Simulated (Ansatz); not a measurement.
Input and command of a plane-wave DFT calculation in Ansatz:

```yaml
crystal:
  lattice:
    - [2.5129226041, 0.0, 0.0]
    - [0.0, 3.5538092279, 0.0]
    - [0.0, 0.0, 25.2823065103]
  atoms:
    - { symbol: C, position: [0.5, 0.0, 0.3362035025] }
    - { symbol: C, position: [0.0, 0.25, 0.3362035025] }
    - { symbol: C, position: [0.0, 0.5, 0.3859007602] }
    - { symbol: C, position: [0.5, 0.75, 0.3859007602] }
    - { symbol: C, position: [0.5, 0.0, 0.4355980179] }
    - { symbol: C, position: [0.0, 0.25, 0.4355980179] }
    - { symbol: C, position: [0.0, 0.5012213665, 0.4850750696] }
    - { symbol: C, position: [0.5, 0.7487786335, 0.4850750696] }
    - { symbol: C, position: [0.5, 0.0097937655, 0.5360759097] }
    - { symbol: C, position: [0.0, 0.2402062345, 0.5360759097] }
    - { symbol: C, position: [0.0, 0.5296167306, 0.5777788141] }
    - { symbol: C, position: [0.5, 0.7203832694, 0.5777788141] }
    - { symbol: H, position: [0.5, 0.2598722435, 0.5603753387], spin: 1.0 }
basis:
  ecutwfc: 420
kpoints:
  mp_grid: { grid: [11, 8, 1] }
hamiltonian:
  xc: pbesol
scf:
  occupations: { method: gaussian, width: 0.05 }
output:
  forces: true
  eigenvalues: true
  populations: true
  write_density: true
  write_potential: true
  elf: true
  volumetric_format: npy
magnetization:
  spin_polarized: true
relax:
  adjacent_minimum: "off"
  f_tol: 0.03
  max_steps: 70
  constraints: [{ sites: [0, 1, 2, 3, 4, 5] }]
efield:
  axis: 3
  dipole_correction: true
  ramp_width: 0.04
```

```bash
ansatz run input.yaml --threads 1 --pin off --max-ram 2560MiB --backend cpu --events-out ev --progress --plain --runs-dir out
```

Processor: Intel(R) Xeon(R) Platinum 8259CL CPU @ 2.50GHz (Skylake/Cascade Lake), 1 thread, on a host shared with other jobs.

**Question.** Estimate time, memory and problem size.

**Answer.** About 31 min on 1 thread of Intel(R) Xeon(R) Platinum 8259CL CPU @ 2.50GHz (Skylake/Cascade Lake), on a shared host, peak memory 1.2 GiB. It solves 38 bands at 30 k points (the mesh reduced by the symmetry that the task leaves, which can be less than the crystal's) with about 4403 plane waves, in 204 SCF iterations over 18 ionic steps.
